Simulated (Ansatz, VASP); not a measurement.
# Two plane-wave programs on GaAs

```
CELL_PARAMETERS angstrom
0.00000 2.82685 2.82685
2.82685 0.00000 2.82685
2.82685 2.82685 0.00000
ATOMIC_POSITIONS crystal
As 0.75000 0.75000 0.75000
Ga 0.00000 0.00000 0.00000
```

Alike in both runs: task Born charges and dielectric tensor; functional PBE; k mesh 8 × 8 × 8; no spin polarisation.

```csv
,VASP,Ansatz
version,VASP 6.6.1,Ansatz 0.2.0
potentials or method,"VASP PAW PBE potentials, release 64 (As, Ga_d)",Ansatz PAW
plane-wave cutoff (eV),520,420
occupations,"fermi-dirac, width 0.05 eV",fixed
valence electrons in the cell,18,28
```

VASP gave:

- gap on the k mesh at the Fermi level (eV): 0.52
- least direct gap on the mesh (eV): 0.52
- mean electronic dielectric constant: 28.76
- mean Born charge of the atom that differs most (e): -2.29

Which values does Ansatz return?

gap on the k mesh at the Fermi level (eV): 0.52; least direct gap on the mesh (eV): 0.52; mean electronic dielectric constant: 13.67; mean Born charge of the atom that differs most (e): -2.12.

One of these differences is far larger than is usual between the two programs; its cause wasn't traced. The two sets of potentials don't hold the same shells in valence.

Caveats: the gap is small at this level, which inflates the dielectric constant. A k mesh can miss the band edges. A hybrid or GW would open this gap; PBE tends to underestimate it.
